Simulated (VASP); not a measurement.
The system is SnSe.

```
CELL_PARAMETERS angstrom
0.00000 3.01000 3.01000
3.01000 0.00000 3.01000
3.01000 3.01000 0.00000
ATOMIC_POSITIONS crystal
Sn 0.00000 0.00000 0.00000
Se 0.50000 0.50000 0.50000
```

The cell was built by a generator and needn't be a form met in nature.

- Program: VASP 6.6.1
- Task: relaxation of cell and atoms
- Functional: PBEsol
- Potentials or basis: VASP PAW PBE potentials, release 64 (Sn_d, Se)
- Cutoff: 600 eV
- k mesh: 10 × 10 × 10
- Occupations: gaussian, width 0.03 eV
- Spin: no spin polarisation

At the start: pressure -1.8 GPa; volume 27.27 Å³/atom.

Task: Where does the relaxation end?

Result: Over 3 steps the energy falls by 5.3 meV/atom and the volume is 26.35 Å³/atom (-3.4 %); space group Fm-3m (No. 225, to 0.05 Å).

The path:
```
step  energy change (eV)  largest force (eV/Å)  pressure (GPa)  volume (Å³)
   1              0.0000                0.0000           -1.79        54.54
   2             -0.0096                0.0000            0.58        52.17
   3             -0.0105                0.0000            0.01        52.71
```

Final structure:
```
Sn Se
1.0
     0.00000    2.97584    2.97584
     2.97584    0.00000    2.97584
     2.97584    2.97584    0.00000
Sn Se
1 1
Direct
  0.00000 0.00000 0.00000
  0.50000 0.50000 0.50000
```

Caveat: the PAW data sets were made with another functional, which shifts forces and pressure a little.
